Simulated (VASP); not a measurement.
# Sb (Im-3m) in VASP: settings compared, part 2 of 2

VASP 6.6.1. The steps go on from the part before.

## 5. Relaxation of cell and atoms, r2SCAN

This run uses another cell than the first one, of 26.85 Å³/atom, 1.024 times its volume.

File INCAR:

```
SYSTEM = Sb
  PREC = Accurate
  ENCUT = 600
  EDIFF = 1E-7
  ISMEAR = 1
  SIGMA = 0.1
  LREAL = .FALSE.
  LASPH = .TRUE.
  NELM = 80
  ALGO = Normal
  ISIF = 3
  LWAVE = .FALSE.
  LCHARG = .FALSE.
  METAGGA = R2SCAN
  LMIXTAU = .TRUE.
  IBRION = 2
  NSW = 90
  EDIFFG = -0.005
```

File KPOINTS:

```
Automatic mesh
0
G
  14 14 14
  0 0 0
```

File POSCAR:

```
Sb                                      
1.0
   -1.8864119773      1.8864119773      1.8864119773
    1.8864119773     -1.8864119773      1.8864119773
    1.8864119773      1.8864119773     -1.8864119773
  Sb            
     1
Direct
     0.0000000000000000    0.0000000000000000    0.0000000000000000
```

Potentials or basis: VASP PAW PBE potentials, release 64 (Sb).

On the command line:

```bash
cat potpaw_PBE.64/Sb/POTCAR > POTCAR
mpirun -np 1 vasp_std > vasp.out
```

OUTCAR:

```text
SYSTEM = Sb
   PREC = Accurate
   ENCUT = 600
   EDIFF = 1E-7
   ISMEAR = 1
   LREAL = .FALSE.
   LASPH = .TRUE.
   NELM = 80
   ISIF = 3
   METAGGA = R2SCAN
   IBRION = 2
   NSW = 90
   EDIFFG = -0.005

 ion  position               nearest neighbor table
   1  0.000  0.000  0.000-

  LATTYP: Found a body centered cubic cell.
 ALAT       =     3.7728239546

  Lattice vectors:

 A1 = (  -1.8864119773,   1.8864119773,   1.8864119773)
 A2 = (   1.8864119773,  -1.8864119773,   1.8864119773)
 A3 = (   1.8864119773,   1.8864119773,  -1.8864119773)

Analysis of symmetry for initial positions (statically):
=====================================================================
 Subroutine PRICEL returns:
 Original cell was already a primitive cell.

 Routine SETGRP: Setting up the symmetry group for a
 body centered cubic supercell.

 Subroutine GETGRP returns: Found 48 space group operations
 (whereof 48 operations were pure point group operations)
 out of a pool of 48 trial point group operations.

The static configuration has the point symmetry O_h .

Analysis of symmetry for dynamics (positions and initial velocities):
=====================================================================
 Subroutine PRICEL returns:
 Original cell was already a primitive cell.

 Routine SETGRP: Setting up the symmetry group for a
 body centered cubic supercell.

 Subroutine GETGRP returns: Found 48 space group operations
 (whereof 48 operations were pure point group operations)
 out of a pool of 48 trial point group operations.

The dynamic configuration has the point symmetry O_h .

 Subroutine INISYM returns: Found 48 space group operations
 (whereof 48 operations are pure point group operations),
 and found     1 'primitive' translations

----------------------------------------------------------------------------------------

                                     Primitive cell

  volume of cell :      26.8516

  direct lattice vectors                    reciprocal lattice vectors
    -1.886411977  1.886411977  1.886411977     0.000000000  0.265053449  0.265053449
     1.886411977 -1.886411977  1.886411977     0.265053449  0.000000000  0.265053449
     1.886411977  1.886411977 -1.886411977     0.265053449  0.265053449  0.000000000

  length of vectors
     3.267361389  3.267361389  3.267361389     0.374842182  0.374842182  0.374842182

  position of ions in fractional coordinates (direct lattice)
     0.000000000  0.000000000  0.000000000

  ion indices of the primitive-cell ions
   primitive index   ion index
                 1           1

----------------------------------------------------------------------------------------

 KPOINTS: Automatic mesh

Automatic generation of k-mesh.
 Grid dimensions read from file:
 generate k-points for:   14   14   14

 Generating k-lattice:

  Cartesian coordinates                     Fractional coordinates (reciprocal lattice)
     0.000000000  0.018932389  0.018932389     0.071428571  0.000000000  0.000000000
     0.018932389  0.000000000  0.018932389     0.000000000  0.071428571  0.000000000
     0.018932389  0.018932389  0.000000000     0.000000000  0.000000000  0.071428571

  Length of vectors
     0.026774442  0.026774442  0.026774442

  Shift w.r.t. Gamma in fractional coordinates (k-lattice)
     0.000000000  0.000000000  0.000000000

 Subroutine IBZKPT returns following result:
 ===========================================

 Found    104 irreducible k-points:

 Following reciprocal coordinates:
            Coordinates               Weight
  0.000000  0.000000  0.000000      1.000000
  0.071429  0.000000  0.000000     12.000000
  0.142857  0.000000  0.000000     12.000000
  0.214286  0.000000  0.000000     12.000000
  0.285714  0.000000  0.000000     12.000000
  0.357143  0.000000  0.000000     12.000000
[... 16 lines left out ...]
  0.285714  0.285714  0.000000     24.000000
  0.357143  0.285714 -0.000000     24.000000
 [... further k-points ...]
   k-points           NKPTS =    104   k-points in BZ     NKDIM =    104   number of bands    NBANDS=      6
   number of dos      NEDOS =    301   number of ions     NIONS =      1
   total plane-waves  NPLWV =  21952
   dimension x,y,z NGX =    28 NGY =   28 NGZ =   28
   dimension x,y,z NGXF=    56 NGYF=   56 NGZF=   56
   ions per type =               1
   NGX,Y,Z   is equivalent  to a cutoff of  14.25, 14.25, 14.25 a.u.
   NGXF,Y,Z  is equivalent  to a cutoff of  28.49, 28.49, 28.49 a.u.
 SYSTEM =  Sb
   PREC   = accura    normal or accurate (medium, high low for compatibility)
   ISTART =      0    job   : 0-new  1-cont  2-samecut
   ICHARG =      2    charge: 1-file 2-atom 10-const
   ISPIN  =      1    spin polarized calculation?
   LNONCOLLINEAR =      F non collinear calculations
   LSORBIT =      F    spin-orbit coupling
   LASPH  =      T    aspherical Exc in radial PAW
   ENCUT  =  600.0 eV  44.10 Ry    6.64 a.u.   6.53  6.53  6.53*2*pi/ulx,y,z
   NELM   =     80;   NELMIN=  2; NELMDL= -5     # of ELM steps
   EDIFF  = 0.1E-06   stopping-criterion for ELM
   LREAL  =      F    real-space projection
   EDIFFG = -.5E-02   stopping-criterion for IOM
   NSW    =     90    number of steps for IOM
   IBRION =      2    ionic relax: 0-MD 1-quasi-New 2-CG
   NFREE  =      1    steps in history (QN), initial steepest desc. (CG)
   ISIF   =      3    stress and relaxation
   ISYM   =      2    0-nonsym 1-usesym 2-fastsym
   POTIM  = 0.5000    time-step for ionic-motion
   TEBEG  =    0.0;   TEEND  =   0.0 temperature during run
   PSTRESS=    0.0 pullay stress
   NELECT =       5.0000    total number of electrons
   NUPDOWN=      -1.0000    fix difference up-down
   EMIN   =  10.00;   EMAX   =-10.00  energy-range for DOS
   EFERMI =   0.00;   METHOD = LEGACY
   ISMEAR =     1;   SIGMA  =   0.10  broadening in eV -4-tet -1-fermi 0-gaus
   EFERMI_NEDOS =   21; number of points for ismear=-14 and -15
   IALGO  =     38    algorithm
   IMIX   =      4    mixing-type and parameters
     AMIX     =   0.40;   BMIX     =  1.00
     AMIX_MAG =   1.60;   BMIX_MAG =  1.00
  volume/ion in A,a.u.               =      26.85       181.20
  Fermi-wavevector in a.u.,A,eV,Ry     =   0.934849  1.766609 11.890720  0.873943
  Thomas-Fermi vector in A             =   2.061696
   LORBIT       =      0    0 simple, 1 ext, 2 COOP (PROOUT), +10 PAW based schemes
   METAGGA = R2SCAN    functional components
   LHFCALC =     F    Hartree Fock is set to
   AEXX    =    0.0000 exact exchange contribution
   IVDW    =     0    specifies the selected vdW correction
   LEPSILON=     F    determine dielectric tensor
   LRPA    =     F    only Hartree local field effects (RPA)
 conjugate gradient relaxation of ions
 non-spin polarized calculation
 Methfessel and Paxton  Order N= 1 SIGMA  =   0.10
  energy-cutoff  :      600.00
  volume of cell :       26.85
 maximum number of plane-waves:       935
 NGX is ok and might be reduce to    28
   NGX = 13   NGY = 13   NGZ = 13

 number of electron       5.0000000 magnetization

 Free energy of the ion-electron system (eV)
  ---------------------------------------------------
  ext. energy  EPLUGINS =         0.00000000
  ---------------------------------------------------
  free energy    TOTEN  =       -25.35222044 eV

  energy without entropy =      -25.35231316  energy(sigma->0) =      -25.35225134

 E-fermi :   8.4064     XC(G=0): -10.7909

 val. band max:        8.3594091653   @ k =  -0.2857   0.2857   0.2857
 cond. band min:       8.4702925972   @ k =  -0.3571   0.3571   0.2857
 fundamental gap:      0.1108834319
 Fermi energy:         8.4064373932

 k-point     1 :       0.0000    0.0000    0.0000
  band No.  band energies     occupation
      1      -5.0610      2.00000
      2      14.2190      0.00000
      3      14.2190      0.00000
      4      14.2190      0.00000
      5      19.3875      0.00000
      6      19.3875      0.00000

 k-point     2 :       0.0714    0.0000    0.0000
  band No.  band energies     occupation
      1      -4.9476      2.00000
      2      13.3497      0.00000
      3      13.8293      0.00000
      4      14.1300      0.00000
      5      18.7783      0.00000
      6      18.8947      0.00000
[... 190 lines left out ...]
 k-point    24 :       0.3571    0.2857   -0.0000
  band No.  band energies     occupation
      1       0.0693      2.00000
      2       3.9583      2.00000
      3       5.1673      2.00000
      4      10.9702      0.00000
      5      17.8001      0.00000
      6      19.7981      0.00000

 [... further k-points ...]

------------------------ aborting loop because EDIFF is reached ----------------------------------------

  FORCE on cell =-STRESS in cart. coord.  units (eV):
  Direction    XX          YY          ZZ          XY          YZ          ZX
  --------------------------------------------------------------------------------------
  -------------------------------------------------------------------------------------
  Total       -0.0002267     -0.0002267     -0.0002267     -0.0000000     -0.0000000      0.0000000
  in kB       -0.0135288     -0.0135288     -0.0135288     -0.0000000     -0.0000000      0.0000000
  external PRESSURE =      -0.0135288 kB  Pullay stress =       0.0000000 kB

 VOLUME and BASIS-vectors are now :
 -----------------------------------------------------------------------------
  energy-cutoff  :      600.00
  volume of cell :       26.85
      direct lattice vectors                 reciprocal lattice vectors
    -1.886411977  1.886411977  1.886411977     0.000000000  0.265053449  0.265053449
     1.886411977 -1.886411977  1.886411977     0.265053449  0.000000000  0.265053449
     1.886411977  1.886411977 -1.886411977     0.265053449  0.265053449  0.000000000

 POSITION                                       TOTAL-FORCE (eV/Angst)
 -----------------------------------------------------------------------------------
      0.00000      0.00000      0.00000        -0.000000     -0.000000     -0.000000
 -----------------------------------------------------------------------------------
    total drift:                               -0.000000      0.000000     -0.000000

  FREE ENERGIE OF THE ION-ELECTRON SYSTEM (eV)
  ---------------------------------------------------
  free  energy   TOTEN  =       -25.3522204361 eV

  energy  without entropy=      -25.3523131623  energy(sigma->0) =      -25.35225134

 reached required accuracy - stopping structural energy minimisation
```

OSZICAR:

```text
N       E                     dE             d eps       ncg     rms          rms(c)
DAV:   1    -0.126068322111E+02   -0.12607E+02   -0.18643E+03  1260   0.645E+02
DAV:   2    -0.257446747291E+02   -0.13138E+02   -0.12695E+02  1764   0.818E+01
DAV:   3    -0.259550626759E+02   -0.21039E+00   -0.20817E+00  1554   0.111E+01
DAV:   4    -0.259558291043E+02   -0.76643E-03   -0.76617E-03  1662   0.856E-01
[... 10 lines left out ...]
DAV:  15    -0.253522182609E+02   -0.10439E-05   -0.20654E-06  1506   0.163E-02    0.160E-03
DAV:  16    -0.253522201217E+02   -0.18608E-05   -0.13600E-06  1308   0.166E-02    0.192E-03
DAV:  17    -0.253522202566E+02   -0.13487E-06   -0.49108E-07  1374   0.711E-03    0.109E-03
DAV:  18    -0.253522203861E+02   -0.12956E-06   -0.10075E-07   714   0.426E-03    0.394E-04
DAV:  19    -0.253522204361E+02   -0.49959E-07   -0.88536E-09   648   0.127E-03
   1 F= -.25352220E+02 E0= -.25352251E+02  d E =-.253522E+02
```

CONTCAR:

```text
Sb
   1.00000000000000
    -1.8864119773000001    1.8864119773000001    1.8864119773000001
     1.8864119773000001   -1.8864119773000001    1.8864119773000001
     1.8864119773000001    1.8864119773000001   -1.8864119773000001
  Sb
     1
Direct
     0.0000000000000000    0.0000000000000000    0.0000000000000000

  0.00000000E+00  0.00000000E+00  0.00000000E+00
```

Wall time 55 s (1 thread of Intel Xeon 6975P-C (Granite Rapids), shared host); peak memory 0.18 GiB.

What came out:

```yaml
Free_energy: -25.3522 eV
Pressure_after_relaxing: 0.0 GPa
Band_gap_on_the_k_mesh: none (metal or under the smearing width)
```

Final structure:
```
Sb
1.0
    -1.88641    1.88641    1.88641
     1.88641   -1.88641    1.88641
     1.88641    1.88641   -1.88641
Sb
1
Direct
  0.00000 0.00000 0.00000
```

Caveat: the relaxation stopped at its first step, so nothing moved; the PAW data sets were made with another functional, which shifts forces and pressure a little. Spin-orbit coupling is left out, which matters for the levels of Sb.
